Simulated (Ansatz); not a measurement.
Energy ranking of Zr2C3 structures

Level of theory: DFT PBE, scalar-relativistic, plane waves, PAW (Ansatz). Settings: cutoff 420 eV, Γ-centred meshes no coarser than 0.19 Å⁻¹ for metals and 0.3 Å⁻¹ for insulators (2π included), Gaussian smearing.

Temperature and zero-point effects are left out. Larger cells and other orderings weren't all tried, so the list isn't exhaustive. For metals, differences of a few meV/atom aren't resolved. No run is spin-polarised.

| # | started from | space group | atoms | V (Å³/atom) | ΔE (meV/atom) | gap on mesh (eV) | rattle test |
| --- | --- | --- | --- | --- | --- | --- | --- |
| 1 | a rattled cell | C2/m (No. 12) | 5 | 12.3 | 0 | 0.00 | - |
| 2 | A-type sesquioxide type, changed | P-3m1 (No. 164) | 5 | 11.6 | 411 | 0.00 | falls lower |
| 3 | sites of a reported La2O3 cell, changed | P321 (No. 150) | 5 | 17.1 | 1016 | 0.00 | - |
| 4 | corundum type | R-3c (No. 167) | 10 | 14.3 | 1052 | 0.00 | - |

The lowest structure: Space group C2/m (No. 12), monoclinic, a = 6.071 Å, b = 3.359 Å, c = 6.638 Å, β = 114.9°. Zr has 6 C at 2.26–2.46 Å and 2 C at 2.71 Å; C on Wyckoff site a (1 atom of the primitive cell) has 6 Zr at 2.32–2.45 Å; C on Wyckoff site i (2 atoms of the primitive cell) has 1 C at 1.31 Å. Its energy against the elements is -0.35 eV/atom. Formation energies are uncorrected and refer to the lowest elemental structures computed at the same level.

```cif
data_structure
_symmetry_space_group_name_H-M 'C2/m'
_symmetry_Int_Tables_number 12
_cell_length_a 6.0711
_cell_length_b 3.3586
_cell_length_c 6.6381
_cell_angle_alpha 90.000
_cell_angle_beta 114.909
_cell_angle_gamma 90.000
_cell_volume 122.76
loop_
_atom_site_label
_atom_site_type_symbol
_atom_site_symmetry_multiplicity
_atom_site_Wyckoff_symbol
_atom_site_fract_x
_atom_site_fract_y
_atom_site_fract_z
_atom_site_occupancy
Zr1 Zr 4 i 0.75529 0.00000 0.21352 1
C1 C 2 a 0.00000 0.00000 0.00000 1
C2 C 4 i 0.94421 0.50000 0.56524 1
```

The second: Space group P-3m1 (No. 164), trigonal, a = 3.150 Å, c = 6.756 Å. Zr is coordinated by 4 C at 2.26–2.33 Å and 3 C at 2.53 Å; C on Wyckoff site a (1 atom of the primitive cell) is coordinated by 6 Zr at 2.26 Å; around C on Wyckoff site d (2 atoms of the primitive cell) lie 3 C at 1.90 Å.